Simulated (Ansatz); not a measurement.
# SiNi2: the cost of one run

Program: Ansatz 0.2.0. Level of theory: DFT PBEsol, scalar-relativistic, plane waves, PAW. These are calculated values, not measurements.

2 further runs of the same task are left out: 1 for a known fault of the program, 1 set aside as unsound or not needed.

## (1) The structure to begin with

The structure is hexagonal, space group P6_3/mmc (No. 194). Conventional cell: a = 3.912 Å, b = 3.912 Å, c = 4.991 Å, α = 90.00°, β = 90.00°, γ = 120.00°. Around Si (site symmetry -6m2) lie 11 Ni at 2.26 to 2.58 Å. Ni (site symmetry -3m) has 8 Ni at 2.50 to 2.58 Å and 6 Si at 2.58 Å as nearest neighbours. Around Ni (site symmetry -6m2) lie 5 Si at 2.26 to 2.50 Å and 6 Ni at 2.58 Å.

Structure file:

```cif
data_structure
_symmetry_space_group_name_H-M 'P6_3/mmc'
_symmetry_Int_Tables_number 194
_cell_length_a 3.9119
_cell_length_b 3.9119
_cell_length_c 4.9915
_cell_angle_alpha 90.000
_cell_angle_beta 90.000
_cell_angle_gamma 120.000
_cell_volume 66.15
loop_
_atom_site_label
_atom_site_type_symbol
_atom_site_symmetry_multiplicity
_atom_site_Wyckoff_symbol
_atom_site_fract_x
_atom_site_fract_y
_atom_site_fract_z
_atom_site_occupancy
Si1 Si 2 d 0.33333 0.66667 0.75000 1
Ni1 Ni 2 a 0.00000 0.00000 0.00000 1
Ni2 Ni 2 c 0.33333 0.66667 0.25000 1
```

It is the end of an earlier relaxation with the same method, from a generated guess; it is a trial structure. At a tolerance of 0.05 Å it has space group P6_3/mmc (No. 194); it has 11.03 Å³/atom, an uncorrected energy of -0.50 eV/atom over the elements and, on its mesh, gap none (metal).

## (2) Level of theory: PBEsol

input.yaml

```yaml
crystal:
  lattice:
    - [3.9119261427, 0.0, 0.0]
    - [-1.9559630714, 3.3878274173, 0.0]
    - [0.0, 0.0, 4.9914527796]
  atoms:
    - { symbol: Si, position: [0.3333333333, 0.6666666667, 0.75] }
    - { symbol: Si, position: [0.6666666667, 0.3333333333, 0.25] }
    - { symbol: Ni, position: [0.0, 0.0, 0.0] }
    - { symbol: Ni, position: [0.0, 0.0, 0.5] }
    - { symbol: Ni, position: [0.3333333333, 0.6666666667, 0.25] }
    - { symbol: Ni, position: [0.6666666667, 0.3333333333, 0.75] }
basis:
  ecutwfc: 420
kpoints:
  mp_grid: { grid: [12, 12, 8] }
  band_path:
    path:
      - [[0.0, 0.0, 0.0], [0.5, 0.0, 0.0], [0.33333333, 0.33333333, 0.0], [0.0, 0.0, 0.0], [0.0, 0.0, 0.5], [0.5, 0.0, 0.5], [0.33333333, 0.33333333, 0.5], [0.0, 0.0, 0.5]]
      - [[0.5, 0.0, 0.5], [0.5, 0.0, 0.0]]
      - [[0.33333333, 0.33333333, 0.5], [0.33333333, 0.33333333, 0.0]]
    npoints: 14
hamiltonian:
  xc: pbesol
scf:
  occupations: { method: gaussian, width: 0.1 }
  n_extra_bands: 15
output:
  forces: true
  stress: true
  eigenvalues: true
  populations: true
  dos: { projected: true, de: 0.02, nscf_kmesh: { grid: [15, 15, 10] } }
  bader: true
```

On the command line:

```console
ansatz run input.yaml --threads 1 --pin off --max-ram 2560MiB --backend cpu --events-out ev --progress --plain --runs-dir out
```

Q: Estimate wall time and peak memory on 1 thread of AMD EPYC 9R45 (Zen 5), shared host.

About 60 s, with a peak of 0.65 GiB.
